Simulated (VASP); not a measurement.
# WC (Fm-3m) in VASP: a series of runs

Runs on WC. Level: LDA. Tasks: single point.

Everything below comes from runs of VASP 6.6.1. Logs are shortened: lines on timing, memory, paths and dates and some standing lists are left out, and cuts for length are marked.

## (1) The cell of the first run

The structure is cubic, space group Fm-3m (No. 225). Conventional cell: a = 4.166 Å, b = 4.166 Å, c = 4.166 Å, α = 90.00°, β = 90.00°, γ = 90.00°. W (site symmetry m-3m) has 6 C at 2.08 Å as nearest neighbours. Around C (site symmetry m-3m) lie 6 W at 2.08 Å.

Measurements of this composition are mostly on another form, of space group No. 187.

## (2) Single point, LDA (strain -0.050 along x and y, -0.050 along z, atoms carried along)

Input file INCAR:

```
PREC = Accurate
ENCUT = 520
EDIFF = 1E-6
ISMEAR = 0
SIGMA = 0.15
LREAL = F
LASPH = T
NELM = 80
ALGO = Normal
ISIF = 2
LWAVE = F
LCHARG = F
GGA = CA
NBANDS = 16
```

Input file KPOINTS:

```
Automatic mesh
0
Gamma
  18 18 18
```

Input file POSCAR:

```
WC
1.0
    0.0000000000      2.0830498000      2.0830498000
    2.0830498000      0.0000000000      2.0830498000
    2.0830498000      2.0830498000      0.0000000000
W C
1 1
Direct
    0.0000000000      0.0000000000      0.0000000000
    0.5000000000      0.5000000000      0.5000000000
```

Potentials or basis: VASP PAW LDA potentials, release 64 (W_sv, C).

Launch:

```console
cat potpaw_LDA.64/W_sv/POTCAR potpaw_LDA.64/C/POTCAR > POTCAR
mpirun -np 1 vasp_std > vasp.out
```

OUTCAR:

```text
PREC = Accurate
   ENCUT = 520
   EDIFF = 1E-6
   ISMEAR = 0
   LREAL = F
   LASPH = T
   NELM = 80
   ISIF = 2
   GGA = CA

 ion  position               nearest neighbor table
   1  0.000  0.000  0.000-   2 2.08   2 2.08   2 2.08   2 2.08   2 2.08   2 2.08
   2  0.500  0.500  0.500-   1 2.08   1 2.08   1 2.08   1 2.08   1 2.08   1 2.08

  LATTYP: Found a face centered cubic cell.
 ALAT       =     4.1660996000

  Lattice vectors:

 A1 = (   0.0000000000,   2.0830498000,   2.0830498000)
 A2 = (   2.0830498000,   0.0000000000,   2.0830498000)
 A3 = (   2.0830498000,   2.0830498000,   0.0000000000)

Analysis of symmetry for initial positions (statically):
=====================================================================
 Subroutine PRICEL returns:
 Original cell was already a primitive cell.

 Routine SETGRP: Setting up the symmetry group for a
 face centered cubic supercell.

 Subroutine GETGRP returns: Found 48 space group operations
 (whereof 48 operations were pure point group operations)
 out of a pool of 48 trial point group operations.

The static configuration has the point symmetry O_h .

Analysis of symmetry for dynamics (positions and initial velocities):
=====================================================================
 Subroutine PRICEL returns:
 Original cell was already a primitive cell.

 Routine SETGRP: Setting up the symmetry group for a
 face centered cubic supercell.

 Subroutine GETGRP returns: Found 48 space group operations
 (whereof 48 operations were pure point group operations)
 out of a pool of 48 trial point group operations.

The dynamic configuration has the point symmetry O_h .

 Subroutine INISYM returns: Found 48 space group operations
 (whereof 48 operations are pure point group operations),
 and found     1 'primitive' translations

----------------------------------------------------------------------------------------

                                     Primitive cell

  volume of cell :      18.0771

  direct lattice vectors                    reciprocal lattice vectors
     0.000000000  2.083049800  2.083049800    -0.240032667  0.240032667  0.240032667
     2.083049800  0.000000000  2.083049800     0.240032667 -0.240032667  0.240032667
     2.083049800  2.083049800  0.000000000     0.240032667  0.240032667 -0.240032667

  length of vectors
     2.945877278  2.945877278  2.945877278     0.415748776  0.415748776  0.415748776

  position of ions in fractional coordinates (direct lattice)
     0.000000000  0.000000000  0.000000000
     0.500000000  0.500000000  0.500000000

  ion indices of the primitive-cell ions
   primitive index   ion index
                 1           1
                 2           2

----------------------------------------------------------------------------------------

 KPOINTS: Automatic mesh

Automatic generation of k-mesh.
 Grid dimensions read from file:
 generate k-points for:   18   18   18

 Generating k-lattice:

  Cartesian coordinates                     Fractional coordinates (reciprocal lattice)
    -0.013335148  0.013335148  0.013335148     0.055555556  0.000000000  0.000000000
     0.013335148 -0.013335148  0.013335148     0.000000000  0.055555556  0.000000000
     0.013335148  0.013335148 -0.013335148     0.000000000  0.000000000  0.055555556

  Length of vectors
     0.023097154  0.023097154  0.023097154

  Shift w.r.t. Gamma in fractional coordinates (k-lattice)
     0.000000000  0.000000000  0.000000000

 Subroutine IBZKPT returns following result:
 ===========================================

 Found    195 irreducible k-points:

 Following reciprocal coordinates:
            Coordinates               Weight
  0.000000  0.000000  0.000000      1.000000
  0.055556  0.000000  0.000000      8.000000
  0.111111  0.000000  0.000000      8.000000
  0.166667  0.000000  0.000000      8.000000
  0.222222  0.000000  0.000000      8.000000
  0.277778  0.000000  0.000000      8.000000
[... 16 lines left out ...]
 -0.277778  0.055556  0.000000     24.000000
 -0.222222  0.055556  0.000000     24.000000
 [... further k-points ...]
   k-points           NKPTS =    195   k-points in BZ     NKDIM =    195   number of bands    NBANDS=     16
   number of dos      NEDOS =    301   number of ions     NIONS =      2
   total plane-waves  NPLWV =  13824
   dimension x,y,z NGX =    24 NGY =   24 NGZ =   24
   dimension x,y,z NGXF=    48 NGYF=   48 NGZF=   48
   ions per type =               1   1
   NGX,Y,Z   is equivalent  to a cutoff of  13.54, 13.54, 13.54 a.u.
   NGXF,Y,Z  is equivalent  to a cutoff of  27.09, 27.09, 27.09 a.u.
 SYSTEM =  unknown system
   PREC   = accura    normal or accurate (medium, high low for compatibility)
   ISTART =      0    job   : 0-new  1-cont  2-samecut
   ICHARG =      2    charge: 1-file 2-atom 10-const
   ISPIN  =      1    spin polarized calculation?
   LNONCOLLINEAR =      F non collinear calculations
   LSORBIT =      F    spin-orbit coupling
   LASPH  =      T    aspherical Exc in radial PAW
   ENCUT  =  520.0 eV  38.22 Ry    6.18 a.u.   5.48  5.48  5.48*2*pi/ulx,y,z
   NELM   =     80;   NELMIN=  2; NELMDL= -5     # of ELM steps
   EDIFF  = 0.1E-05   stopping-criterion for ELM
   LREAL  =      F    real-space projection
   EDIFFG = 0.1E-04   stopping-criterion for IOM
   NSW    =      0    number of steps for IOM
   IBRION =     -1    ionic relax: 0-MD 1-quasi-New 2-CG
   NFREE  =      0    steps in history (QN), initial steepest desc. (CG)
   ISIF   =      2    stress and relaxation
   ISYM   =      2    0-nonsym 1-usesym 2-fastsym
   POTIM  = 0.5000    time-step for ionic-motion
   TEBEG  =    0.0;   TEEND  =   0.0 temperature during run
   PSTRESS=    0.0 pullay stress
   NELECT =      18.0000    total number of electrons
   NUPDOWN=      -1.0000    fix difference up-down
   EMIN   =  10.00;   EMAX   =-10.00  energy-range for DOS
   EFERMI =   0.00;   METHOD = LEGACY
   ISMEAR =     0;   SIGMA  =   0.15  broadening in eV -4-tet -1-fermi 0-gaus
   EFERMI_NEDOS =   21; number of points for ismear=-14 and -15
   IALGO  =     38    algorithm
   IMIX   =      4    mixing-type and parameters
     AMIX     =   0.40;   BMIX     =  1.00
     AMIX_MAG =   1.60;   BMIX_MAG =  1.00
  volume/ion in A,a.u.               =       9.04        61.00
  Fermi-wavevector in a.u.,A,eV,Ry     =   1.634768  3.089263 36.361094  2.672465
  Thomas-Fermi vector in A             =   2.726352
   LORBIT       =      0    0 simple, 1 ext, 2 COOP (PROOUT), +10 PAW based schemes
   GGA     = CA    functional components
   LHFCALC =     F    Hartree Fock is set to
   AEXX    =    0.0000 exact exchange contribution
   IVDW    =     0    specifies the selected vdW correction
   LEPSILON=     F    determine dielectric tensor
   LRPA    =     F    only Hartree local field effects (RPA)
 non-spin polarized calculation
 Gauss-broadening in eV      SIGMA  =   0.15
  energy-cutoff  :      520.00
  volume of cell :       18.08
 maximum number of plane-waves:       531
 NGX is ok and might be reduce to    24
   NGX = 11   NGY = 11   NGZ = 11

 number of electron      18.0000000 magnetization

 Free energy of the ion-electron system (eV)
  ---------------------------------------------------
  ext. energy  EPLUGINS =         0.00000000
  ---------------------------------------------------
  free energy    TOTEN  =       -23.43469802 eV

  energy without entropy =      -23.42797156  energy(sigma->0) =      -23.43133479

 E-fermi :  14.7731     XC(G=0): -14.7574

 val. band max:       14.7710883028   @ k =  -0.2778   0.2778   0.0000
 cond. band min:      14.8244759812   @ k =   0.2222   0.0556   0.0000
 fundamental gap:      0.0533876784
 Fermi energy:        14.7730582378

 k-point     1 :       0.0000    0.0000    0.0000
  band No.  band energies     occupation
      1     -60.0863      2.00000
      2     -24.3045      2.00000
      3     -24.3045      2.00000
      4     -24.3045      2.00000
      5      -2.1692      2.00000
      6      11.4104      2.00000
[... 8 lines left out ...]
     15      24.3088      0.00000
     16      41.1857      0.00000

 k-point     2 :       0.0556    0.0000    0.0000
  band No.  band energies     occupation
      1     -60.0839      2.00000
      2     -24.3389      2.00000
      3     -24.3079      2.00000
      4     -24.3079      2.00000
      5      -2.0601      2.00000
      6      11.0495      2.00000
[... 8 lines left out ...]
     15      24.5661      0.00000
     16      39.9231      0.00000

 k-point     3 :       0.1111    0.0000    0.0000
  band No.  band energies     occupation
      1     -60.0768      2.00000
      2     -24.4369      2.00000
      3     -24.3176      2.00000
      4     -24.3176      2.00000
      5      -1.7409      2.00000
      6      10.2436      2.00000
[... 8 lines left out ...]
     15      25.2968      0.00000
     16      37.7847      0.00000

 k-point     4 :       0.1667    0.0000    0.0000
  band No.  band energies     occupation
      1     -60.0659      2.00000
      2     -24.5842      2.00000
      3     -24.3323      2.00000
      4     -24.3323      2.00000
      5      -1.2346      2.00000
      6       9.2806      2.00000
[... 8 lines left out ...]
     15      26.3698      0.00000
     16      35.7600      0.00000

 k-point     5 :       0.2222    0.0000    0.0000
  band No.  band energies     occupation
      1     -60.0526      2.00000
      2     -24.7605      2.00000
      3     -24.3503      2.00000
      4     -24.3503      2.00000
      5      -0.5758      2.00000
      6       8.2802      2.00000
[... 8 lines left out ...]
     15      27.5534      0.00000
     16      34.3673      0.00000

 k-point     6 :       0.2778    0.0000    0.0000
  band No.  band energies     occupation
      1     -60.0385      2.00000
      2     -24.9433      2.00000
      3     -24.3694      2.00000
      4     -24.3694      2.00000
      5       0.1942      2.00000
      6       7.2943      2.00000
[... 8 lines left out ...]
     15      28.5985      0.00000
     16      32.7871      0.00000

 k-point     7 :       0.3333    0.0000    0.0000
  band No.  band energies     occupation
      1     -60.0252      2.00000
      2     -25.1107      2.00000
      3     -24.3872      2.00000
      4     -24.3872      2.00000
      5       1.0333      2.00000
      6       6.3426      2.00000
[... 8 lines left out ...]
     15      29.5005      0.00000
     16      30.8515      0.00000

 k-point     8 :       0.3889    0.0000    0.0000
  band No.  band energies     occupation
      1     -60.0142      2.00000
      2     -25.2443      2.00000
      3     -24.4017      2.00000
      4     -24.4017      2.00000
      5       1.9053      2.00000
      6       5.4269      2.00000
[... 8 lines left out ...]
     15      29.2146      0.00000
     16      29.2146      0.00000

 k-point     9 :       0.4444    0.0000    0.0000
  band No.  band energies     occupation
      1     -60.0071      2.00000
      2     -25.3301      2.00000
      3     -24.4111      2.00000
      4     -24.4111      2.00000
      5       2.7846      2.00000
      6       4.5377      2.00000
[... 8 lines left out ...]
     15      28.0224      0.00000
     16      28.0224      0.00000
[... 172 lines left out ...]
 k-point    19 :       0.5000    0.0556    0.0000
  band No.  band energies     occupation
      1     -60.0038      2.00000
      2     -25.3457      2.00000
      3     -24.4349      2.00000
      4     -24.4224      2.00000
      5       3.3188      2.00000
      6       3.9623      2.00000
[... 8 lines left out ...]
     15      27.8109      0.00000
     16      27.8891      0.00000

 k-point    20 :      -0.4444    0.0556    0.0000
  band No.  band energies     occupation
      1     -60.0047      2.00000
      2     -25.3358      2.00000
      3     -24.4406      2.00000
      4     -24.4146      2.00000
      5       3.0680      2.00000
      6       4.2133      2.00000
[... 8 lines left out ...]
     15      27.9358      0.00000
     16      28.0585      0.00000

 k-point    21 :      -0.3889    0.0556    0.0000
  band No.  band energies     occupation
      1     -60.0102      2.00000
      2     -25.2695      2.00000
      3     -24.4389      2.00000
      4     -24.4008      2.00000
      5       2.2216      2.00000
      6       5.0594      2.00000
[... 8 lines left out ...]
     15      28.6559      0.00000
     16      29.1288      0.00000

 k-point    22 :      -0.3333    0.0556    0.0000
  band No.  band energies     occupation
      1     -60.0199      2.00000
      2     -25.1533      2.00000
      3     -24.4300      2.00000
      4     -24.3828      2.00000
      5       1.3656      2.00000
      6       5.9383      2.00000
[... 8 lines left out ...]
     15      29.7231      0.00000
     16      29.8982      0.00000

 k-point    23 :      -0.2778    0.0556    0.0000
  band No.  band energies     occupation
      1     -60.0324      2.00000
      2     -24.9993      2.00000
      3     -24.4148      2.00000
      4     -24.3626      2.00000
      5       0.5273      2.00000
      6       6.8592      2.00000
[... 8 lines left out ...]
     15      28.9767      0.00000
     16      31.2512      0.00000

 k-point    24 :      -0.2222    0.0556    0.0000
  band No.  band energies     occupation
      1     -60.0463      2.00000
      2     -24.8242      2.00000
      3     -24.3950      2.00000
      4     -24.3427      2.00000
      5      -0.2580      2.00000
      6       7.8288      2.00000
[... 8 lines left out ...]
     15      28.0513      0.00000
     16      32.6508      0.00000

 [... further k-points ...]

------------------------ aborting loop because EDIFF is reached ----------------------------------------

  FORCE on cell =-STRESS in cart. coord.  units (eV):
  Direction    XX          YY          ZZ          XY          YZ          ZX
  --------------------------------------------------------------------------------------
  -------------------------------------------------------------------------------------
  Total        6.8060086      6.8060086      6.8060086      0.0000000      0.0000000      0.0000000
  in kB      603.2177653    603.2177653    603.2177653      0.0000000      0.0000000      0.0000000
  external PRESSURE =     603.2177653 kB  Pullay stress =       0.0000000 kB

 VOLUME and BASIS-vectors are now :
 -----------------------------------------------------------------------------
  energy-cutoff  :      520.00
  volume of cell :       18.08
      direct lattice vectors                 reciprocal lattice vectors
     0.000000000  2.083049800  2.083049800    -0.240032667  0.240032667  0.240032667
     2.083049800  0.000000000  2.083049800     0.240032667 -0.240032667  0.240032667
     2.083049800  2.083049800  0.000000000     0.240032667  0.240032667 -0.240032667

 POSITION                                       TOTAL-FORCE (eV/Angst)
 -----------------------------------------------------------------------------------
      0.00000      0.00000      0.00000         0.000000      0.000000     -0.000000
      2.08305      2.08305      2.08305        -0.000000     -0.000000      0.000000
 -----------------------------------------------------------------------------------
    total drift:                                0.000000     -0.000000     -0.000000

  FREE ENERGIE OF THE ION-ELECTRON SYSTEM (eV)
  ---------------------------------------------------
  free  energy   TOTEN  =       -23.4346980197 eV

  energy  without entropy=      -23.4279715648  energy(sigma->0) =      -23.43133479
```

It took 19 s on 1 thread of Intel Xeon 6975P-C (Granite Rapids), shared host; peak memory 0.18 GiB.

Results:

| Quantity | Value |
| --- | --- |
| Free energy | -23.4347 eV |
| Pressure | 60.3 GPa |
| Band gap on the k mesh | none (metal or under the smearing width) |

Caveat: the cell as given lies far from equilibrium; so large a pressure means that the cell lies far from this level's equilibrium, or that cutoff or potentials fall short. Spin-orbit coupling is left out, which matters for the levels of W.

(Part 1 of 2 ends here.)
